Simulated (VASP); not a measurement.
# InP (F-43m) in VASP: further runs

The runs below take InP through G0W0 quasiparticle levels, with PBE.

All numbers are computed with VASP 6.6.1; they aren't measurements. Logs are shortened: lines on timing, memory, paths and dates and some standing lists are left out, and cuts for length are marked.

**Experimental background.**

A printed reference work, data compilation reports, for a bulk crystal of InP at 1.6 K: band gap 1.4236 eV (direct).

The runs below are set against these values where they give the same quantity.

### Step 1. Starting point

The structure is cubic, space group F-43m (No. 216). Conventional cell: a = 5.861 Å, b = 5.861 Å, c = 5.861 Å, α = 90.00°, β = 90.00°, γ = 90.00°. Around In (site symmetry -43m) lie 4 P at 2.54 Å. P (site symmetry -43m) has 4 In at 2.54 Å as nearest neighbours.

### Step 2. G0W0 quasiparticle levels, PBE

The input, POSCAR:

```
InP
1.0
    0.0000000000      2.9305000000      2.9305000000
    2.9305000000      0.0000000000      2.9305000000
    2.9305000000      2.9305000000      0.0000000000
In P
1 1
Direct
    0.0000000000      0.0000000000      0.0000000000
    0.7500000000      0.7500000000      0.7500000000
```

The input, INCAR.step1:

```
  PREC = Accurate
  ENCUT = 450
  EDIFF = 1E-8
  ISMEAR = 0
  SIGMA = 0.01
  LREAL = False
  LASPH = True
  NELM = 80
  ALGO = Normal
  LWAVE = True
  LCHARG = False
  GGA = PE
```

The input, INCAR.step2:

```
  PREC = Accurate
  ENCUT = 450
  EDIFF = 1E-8
  ISMEAR = 0
  SIGMA = 0.01
  LREAL = False
  LASPH = True
  NELM = 1
  ALGO = Exact
  LWAVE = True
  LCHARG = False
  GGA = PE
  NBANDS = 310
  LOPTICS = True
  ISTART = 1
```

The input, INCAR.step3:

```
  PREC = Accurate
  ENCUT = 450
  EDIFF = 1E-8
  ISMEAR = 0
  SIGMA = 0.01
  LREAL = False
  LASPH = True
  ALGO = EVGW0
  LWAVE = False
  LCHARG = False
  GGA = PE
  NELMGW = 1
  NBANDS = 310
  ENCUTGW = 150
  NOMEGA = 48
  PRECFOCK = Fast
  ISTART = 1
  NBANDSGW = 17
```

The input, KPOINTS:

```
Automatic mesh
0
Gamma
  3 3 3
```

Potentials or basis: VASP PAW PBE potentials, release 64 (In_d_GW, P_GW).

Run with:

```sh
cat potpaw_PBE.64/In_d_GW/POTCAR potpaw_PBE.64/P_GW/POTCAR > POTCAR
cp INCAR.step1 INCAR
mpirun -np 1 vasp_std > vasp.out
cp INCAR.step2 INCAR
mpirun -np 1 vasp_std > vasp.out
cp INCAR.step3 INCAR
mpirun -np 1 vasp_std > vasp.out
```

OUTCAR:

```text
PREC = Accurate
   ENCUT = 450
   EDIFF = 1E-8
   ISMEAR = 0
   LREAL = False
   LASPH = True
   GGA = PE
   NELMGW = 1
   ENCUTGW = 150
   PRECFOCK = Fast
   ISTART = 1

 Found      4 irreducible k-points:

 Following reciprocal coordinates:
            Coordinates               Weight
  0.000000  0.000000  0.000000      1.000000
  0.333333  0.000000  0.000000      8.000000
  0.333333  0.333333  0.000000      6.000000
 -0.333333  0.333333  0.000000     12.000000
   k-points           NKPTS =      4   k-points in BZ     NKDIM =     27   number of bands    NBANDS=    310
   number of dos      NEDOS =    301   number of ions     NIONS =      2
   total plane-waves  NPLWV =  27000
   dimension x,y,z NGX =    30 NGY =   30 NGZ =   30
   dimension x,y,z NGXF=    60 NGYF=   60 NGZF=   60
   ions per type =               1   1
   NGX,Y,Z   is equivalent  to a cutoff of  12.03, 12.03, 12.03 a.u.
   NGXF,Y,Z  is equivalent  to a cutoff of  24.07, 24.07, 24.07 a.u.
 SYSTEM =  unknown system
   PREC   = accura    normal or accurate (medium, high low for compatibility)
   ISTART =      1    job   : 0-new  1-cont  2-samecut
   ICHARG =      0    charge: 1-file 2-atom 10-const
   ISPIN  =      1    spin polarized calculation?
   LNONCOLLINEAR =      F non collinear calculations
   LSORBIT =      F    spin-orbit coupling
   LASPH  =      T    aspherical Exc in radial PAW
   ENCUT  =  450.0 eV  33.07 Ry    5.75 a.u.   7.17  7.17  7.17*2*pi/ulx,y,z
   NELM   =     60;   NELMIN=  2; NELMDL=  0     # of ELM steps
   EDIFF  = 0.1E-07   stopping-criterion for ELM
   LREAL  =      F    real-space projection
   EDIFFG = 0.1E-06   stopping-criterion for IOM
   NSW    =      0    number of steps for IOM
   IBRION =     -1    ionic relax: 0-MD 1-quasi-New 2-CG
   NFREE  =      0    steps in history (QN), initial steepest desc. (CG)
   ISIF   =      0    stress and relaxation
   ISYM   =      3    0-nonsym 1-usesym 2-fastsym
   POTIM  = 0.5000    time-step for ionic-motion
   TEBEG  =    0.0;   TEEND  =   0.0 temperature during run
   PSTRESS=    0.0 pullay stress
   NELECT =      18.0000    total number of electrons
   NUPDOWN=      -1.0000    fix difference up-down
   EMIN   =  10.00;   EMAX   =-10.00  energy-range for DOS
   EFERMI =   0.00;   METHOD = LEGACY
   ISMEAR =     0;   SIGMA  =   0.01  broadening in eV -4-tet -1-fermi 0-gaus
   EFERMI_NEDOS =   21; number of points for ismear=-14 and -15
   IALGO  =     38    algorithm
   IMIX   =      4    mixing-type and parameters
     AMIX     =   0.40;   BMIX     =  1.00
     AMIX_MAG =   1.60;   BMIX_MAG =  1.00
  volume/ion in A,a.u.               =      25.17       169.83
  Fermi-wavevector in a.u.,A,eV,Ry     =   1.162021  2.195901 18.371846  1.350293
  Thomas-Fermi vector in A             =   2.298587
   LORBIT       =      0    0 simple, 1 ext, 2 COOP (PROOUT), +10 PAW based schemes
   GGA     = PE    functional components
   LHFCALC =     T    Hartree Fock is set to
   PRECFOCK=fast      Normal, Fast or Accurate (Low or Medium for compatibility)
   ENCUT4O =  -1.0   cutoff for four orbital integrals eV
   NKREDX  =     1    reduce k-point grid by
   NKREDY  =     1    reduce k-point grid by
   NKREDZ  =     1    reduce k-point grid by
   AEXX    =    1.0000 exact exchange contribution
   HFSCREEN=    0.0000 screening length (either q_TF or 0.3 A-1)
   HFSCREENC=   0.0000 screening length for correlation (either q_TF or 0.3 A-1)
   ENCUTFOCK=  -1.0 apply spherical cutoff to Coloumb kernel
   IVDW    =     0    specifies the selected vdW correction
   LEPSILON=     F    determine dielectric tensor
   LRPA    =     F    only Hartree local field effects (RPA)
   LRPAFORCE           =     F    calculate RPA forces
   ENCUTGW             = 150.0    cutoff for response function in eV
   ENCUTGWSOFT         = 120.0    soft cutoff for Coulomb kernel in GW response function in eV
   ENCUTLF             =  -1.0    cutoff for local field effects
   NELMGW              =     1    number of iterations in solving QP/BSE equation
   NELMHF              =     1    number of iterations in the inner HF iteration
   NKREDLFX            =     1    NKREDLFY  =   1   NKREDLFZ  =   1
 non-spin polarized calculation
 Gauss-broadening in eV      SIGMA  =   0.01
  energy-cutoff  :      450.00
  volume of cell :       50.33
 maximum number of plane-waves:      1113
 NGX is ok and might be reduce to    30
  NGX = 16; NGY = 16; NGZ = 16
   NGX = 15   NGY = 15   NGZ = 15
 maximum number of plane-waves:       220

 QP shifts <psi_nk| G(iteration)W_0 |psi_nk>: iteration 1
 for sc-GW calculations column KS-energies equals QP-energies in previous step
 and V_xc(KS)=  KS-energies - (<T + V_ion + V_H > + <T+V_H+V_ion>^1  + <V_x>^1)

 k-point   1 :       0.0000    0.0000    0.0000
  band No.  KS-energies  QP-energies   sigma(KS)   V_xc(KS)     V^pw_x(r,r')   Z            occupation Imag(sigma)

      1     -10.2933     -12.6197     -19.8768     -16.5967     -25.3298       0.7092       2.0000      -0.2764
      2     -10.2933     -12.6197     -19.8768     -16.5967     -25.3298       0.7092       2.0000      -0.2764
      3     -10.2933     -12.6197     -19.8768     -16.5967     -25.3298       0.7092       2.0000      -0.2764
      4     -10.1476     -12.4951     -20.0081     -16.6813     -25.3437       0.7056       2.0000      -0.3606
      5     -10.1476     -12.4951     -20.0081     -16.6813     -25.3437       0.7056       2.0000      -0.3606
      6      -7.4965      -8.0298     -12.0880     -11.2915     -18.2328       0.6695       2.0000       0.9550
[... 9 lines left out ...]
     16      13.3900      13.4660     -10.1223     -10.2238      -4.5789       0.7479       0.0000      -0.3355
     17      15.1508      14.8167      -7.9832      -7.5434      -2.2265       0.7597       0.0000      -0.5211

 k-point   2 :       0.3333    0.0000    0.0000
  band No.  KS-energies  QP-energies   sigma(KS)   V_xc(KS)     V^pw_x(r,r')   Z            occupation Imag(sigma)

      1     -10.3780     -12.5968     -19.5849     -16.4123     -25.1398       0.6994       2.0000      -0.2301
      2     -10.2619     -12.5915     -19.9157     -16.6269     -25.3500       0.7084       2.0000      -0.2873
      3     -10.2619     -12.5915     -19.9157     -16.6269     -25.3500       0.7084       2.0000      -0.2873
      4     -10.1406     -12.4901     -20.0152     -16.6925     -25.3595       0.7071       2.0000      -0.3606
      5     -10.1406     -12.4901     -20.0152     -16.6925     -25.3595       0.7071       2.0000      -0.3606
      6      -6.3726      -6.9493     -12.6712     -11.8032     -18.3664       0.6644       2.0000       0.7261
[... 9 lines left out ...]
     16      13.0533      13.0195      -9.7331      -9.6879      -4.1946       0.7478       0.0000      -0.3451
     17      17.8490      17.6618      -9.7217      -9.4725      -3.1524       0.7513       0.0000      -0.7548

 k-point   3 :       0.3333    0.3333    0.0000
  band No.  KS-energies  QP-energies   sigma(KS)   V_xc(KS)     V^pw_x(r,r')   Z            occupation Imag(sigma)

      1     -10.4311     -12.6332     -19.5177     -16.3704     -25.1035       0.6997       2.0000      -0.2114
      2     -10.2169     -12.5552     -19.9869     -16.6866     -25.4095       0.7085       2.0000      -0.3003
      3     -10.2169     -12.5552     -19.9869     -16.6866     -25.4095       0.7085       2.0000      -0.3003
      4     -10.1839     -12.5176     -19.9256     -16.6154     -25.2746       0.7050       2.0000      -0.3501
      5     -10.1216     -12.4724     -20.0323     -16.7115     -25.3767       0.7079       2.0000      -0.3659
      6      -5.9901      -6.5654     -12.7547     -11.8862     -18.3062       0.6624       2.0000       0.6670
[... 9 lines left out ...]
     16      17.3369      17.1040      -8.9584      -8.6493      -2.7486       0.7534       0.0000      -0.6251
     17      18.1419      18.1574     -10.4565     -10.4773      -3.7866       0.7488       0.0000      -0.8778

 k-point   4 :      -0.3333    0.3333    0.0000
  band No.  KS-energies  QP-energies   sigma(KS)   V_xc(KS)     V^pw_x(r,r')   Z            occupation Imag(sigma)

      1     -10.4273     -12.6049     -19.4806     -16.3602     -25.0946       0.6979       2.0000      -0.2004
      2     -10.2338     -12.5600     -19.9465     -16.6457     -25.3601       0.7047       2.0000      -0.3087
      3     -10.2152     -12.5556     -19.9864     -16.6896     -25.4093       0.7099       2.0000      -0.2979
      4     -10.1613     -12.5003     -19.9737     -16.6576     -25.3237       0.7053       2.0000      -0.3565
      5     -10.1358     -12.4831     -20.0093     -16.6908     -25.3551       0.7074       2.0000      -0.3634
      6      -5.2478      -5.8488     -13.3130     -12.4209     -18.6366       0.6737       2.0000       0.5558
[... 9 lines left out ...]
     16      17.1145      16.9881      -9.3029      -9.1332      -3.0451       0.7447       0.0000      -0.6077
     17      17.9822      17.9155      -9.6944      -9.6032      -3.1822       0.7321       0.0000      -0.7521
```

OUTCAR.step1:

```text
PREC = Accurate
   ENCUT = 450
   EDIFF = 1E-8
   ISMEAR = 0
   LREAL = False
[... 172 lines left out ...]
      0.00000      0.00000      0.00000         0.000000      0.000000      0.000000
      4.39575      4.39575      4.39575        -0.000000     -0.000000     -0.000000
 -----------------------------------------------------------------------------------
    total drift:                                0.000000      0.000000      0.000000

  FREE ENERGIE OF THE ION-ELECTRON SYSTEM (eV)
  ---------------------------------------------------
  free  energy   TOTEN  =        -7.9905974958 eV

  energy  without entropy=       -7.9905974958  energy(sigma->0) =       -7.99059750
```

It took 2.8 min on 1 thread of Intel Xeon Platinum 8375C at 2.90GHz (Ice Lake), shared host; peak memory 0.37 GiB.

These settings aren't checked as converged: the numbers below hold their error.

What came out:

```yaml
Band_gap_on_the_k_mesh_mean-field_level: 0.67 eV, direct
Quasiparticle_gap: 1.20 eV
Least_direct_quasiparticle_gap: 1.20 eV
```

Caveat: the k mesh is coarse (spacing up to 0.62 Å⁻¹), so the values aren't converged; bands, screening cutoff and mesh are small and nothing is extrapolated, so the quasiparticle values aren't converged; spin-orbit coupling is left out, which moves the levels of the heavy elements.

### Step 3. G0W0 quasiparticle levels, PBE

POSCAR is that of step 2.

The input, INCAR.step1:

```
  PREC = Accurate
  ENCUT = 520
  EDIFF = 1E-8
  ISMEAR = 0
  SIGMA = 0.01
  LREAL = F
  LASPH = T
  NELM = 60
  ALGO = Normal
  LWAVE = T
  LCHARG = F
  GGA = PE
```

The input, INCAR.step2:

```
  PREC = Accurate
  ENCUT = 520
  EDIFF = 1E-8
  ISMEAR = 0
  SIGMA = 0.01
  LREAL = F
  LASPH = T
  NELM = 1
  ALGO = Exact
  LWAVE = T
  LCHARG = F
  GGA = PE
  NBANDS = 310
  LOPTICS = T
  ISTART = 1
```

The input, INCAR.step3:

```
  PREC = Accurate
  ENCUT = 520
  EDIFF = 1E-8
  ISMEAR = 0
  SIGMA = 0.01
  LREAL = F
  LASPH = T
  ALGO = EVGW0
  LWAVE = F
  LCHARG = F
  GGA = PE
  NELMGW = 1
  NBANDS = 310
  ENCUTGW = 260
  NOMEGA = 72
  PRECFOCK = Fast
  ISTART = 1
  NBANDSGW = 17
```

The input, KPOINTS:

```
Automatic mesh
0
Gamma
  5 5 5
```

Potentials or basis: VASP PAW PBE potentials, release 64 (In_d_GW, P_GW).

Run with:

```sh
cat potpaw_PBE.64/In_d_GW/POTCAR potpaw_PBE.64/P_GW/POTCAR > POTCAR
cp INCAR.step1 INCAR
mpirun -np 1 vasp_std > vasp.out
cp INCAR.step2 INCAR
mpirun -np 1 vasp_std > vasp.out
cp INCAR.step3 INCAR
mpirun -np 1 vasp_std > vasp.out
```

OUTCAR:

```text
PREC = Accurate
   ENCUT = 520
   EDIFF = 1E-8
   ISMEAR = 0
   LREAL = F
   LASPH = T
   GGA = PE
   NELMGW = 1
   ENCUTGW = 260
   PRECFOCK = Fast
   ISTART = 1

 ion  position               nearest neighbor table
   1  0.000  0.000  0.000-   2 2.54   2 2.54   2 2.54   2 2.54
   2  0.750  0.750  0.750-   1 2.54   1 2.54   1 2.54   1 2.54

  LATTYP: Found a face centered cubic cell.
 ALAT       =     5.8610000000

  Lattice vectors:

 A1 = (   0.0000000000,   2.9305000000,   2.9305000000)
 A2 = (   2.9305000000,   0.0000000000,   2.9305000000)
 A3 = (   2.9305000000,   2.9305000000,   0.0000000000)

Analysis of symmetry for initial positions (statically):
=====================================================================
 Subroutine PRICEL returns:
 Original cell was already a primitive cell.

 Routine SETGRP: Setting up the symmetry group for a
 face centered cubic supercell.
[... 125 lines left out ...]
  volume/ion in A,a.u.               =      25.17       169.83
  Fermi-wavevector in a.u.,A,eV,Ry     =   1.162021  2.195901 18.371846  1.350293
  Thomas-Fermi vector in A             =   2.298587
   LORBIT       =      0    0 simple, 1 ext, 2 COOP (PROOUT), +10 PAW based schemes
   GGA     = PE    functional components
   LHFCALC =     T    Hartree Fock is set to
   PRECFOCK=fast      Normal, Fast or Accurate (Low or Medium for compatibility)
   ENCUT4O =  -1.0   cutoff for four orbital integrals eV
   NKREDX  =     1    reduce k-point grid by
   NKREDY  =     1    reduce k-point grid by
   NKREDZ  =     1    reduce k-point grid by
   AEXX    =    1.0000 exact exchange contribution
   HFSCREEN=    0.0000 screening length (either q_TF or 0.3 A-1)
   HFSCREENC=   0.0000 screening length for correlation (either q_TF or 0.3 A-1)
   ENCUTFOCK=  -1.0 apply spherical cutoff to Coloumb kernel
   IVDW    =     0    specifies the selected vdW correction
   LEPSILON=     F    determine dielectric tensor
   LRPA    =     F    only Hartree local field effects (RPA)
   LRPAFORCE           =     F    calculate RPA forces
   ENCUTGW             = 260.0    cutoff for response function in eV
   ENCUTGWSOFT         = 208.0    soft cutoff for Coulomb kernel in GW response function in eV
   ENCUTLF             =  -1.0    cutoff for local field effects
   NELMGW              =     1    number of iterations in solving QP/BSE equation
   NELMHF              =     1    number of iterations in the inner HF iteration
   NKREDLFX            =     1    NKREDLFY  =   1   NKREDLFZ  =   1
 non-spin polarized calculation
 Gauss-broadening in eV      SIGMA  =   0.01
  energy-cutoff  :      520.00
  volume of cell :       50.33
 maximum number of plane-waves:      1369
  NGX = 18; NGY = 18; NGZ = 18
   NGX = 15   NGY = 15   NGZ = 15
 maximum number of plane-waves:       531

 QP shifts <psi_nk| G(iteration)W_0 |psi_nk>: iteration 1
 for sc-GW calculations column KS-energies equals QP-energies in previous step
 and V_xc(KS)=  KS-energies - (<T + V_ion + V_H > + <T+V_H+V_ion>^1  + <V_x>^1)

 k-point   1 :       0.0000    0.0000    0.0000
  band No.  KS-energies  QP-energies   sigma(KS)   V_xc(KS)     V^pw_x(r,r')   Z            occupation Imag(sigma)

      1     -10.2906     -12.5393     -19.8448     -16.5955     -25.3210       0.6921       2.0000       0.0801
      2     -10.2906     -12.5393     -19.8448     -16.5955     -25.3210       0.6921       2.0000       0.0801
      3     -10.2906     -12.5393     -19.8448     -16.5955     -25.3210       0.6921       2.0000       0.0801
      4     -10.1398     -12.4240     -19.9804     -16.6847     -25.3490       0.6931       2.0000       0.0164
      5     -10.1398     -12.4240     -19.9804     -16.6847     -25.3490       0.6931       2.0000       0.0164
      6      -7.5906      -8.0212     -12.0283     -11.3026     -18.2775       0.5934       2.0000       0.6762
[... 185 lines left out ...]
      3     -10.2031     -12.4721     -19.9536     -16.6851     -25.4009       0.6942       2.0000       0.0683
      4     -10.1601     -12.4332     -19.9420     -16.6550     -25.3237       0.6916       2.0000       0.0211
      5     -10.1229     -12.4075     -19.9921     -16.7009     -25.3703       0.6942       2.0000       0.0172
      6      -5.3921      -5.9667     -13.2453     -12.3804     -18.6088       0.6643       2.0000       0.5412
[... 9 lines left out ...]
     16      16.4097      16.4242     -10.5384     -10.5585      -3.8653       0.7211       0.0000      -0.5728
     17      16.8256      16.7440     -10.1074      -9.9949      -3.6015       0.7248       0.0000      -0.5962
```

Run time: 22 min. Hardware: 1 thread of Intel Xeon 6975P-C (Granite Rapids), shared host; peak memory 1.8 GiB.

Results:

```yaml
Band_gap_on_the_k_mesh_mean-field_level: 0.70 eV, direct
Quasiparticle_gap: 1.26 eV
Least_direct_quasiparticle_gap: 1.26 eV
```

Caveat: bands, screening cutoff and mesh are small and nothing is extrapolated, so the quasiparticle values aren't converged; spin-orbit coupling is left out, which moves the levels of the heavy elements.

(Continued in part 2 of 3.)
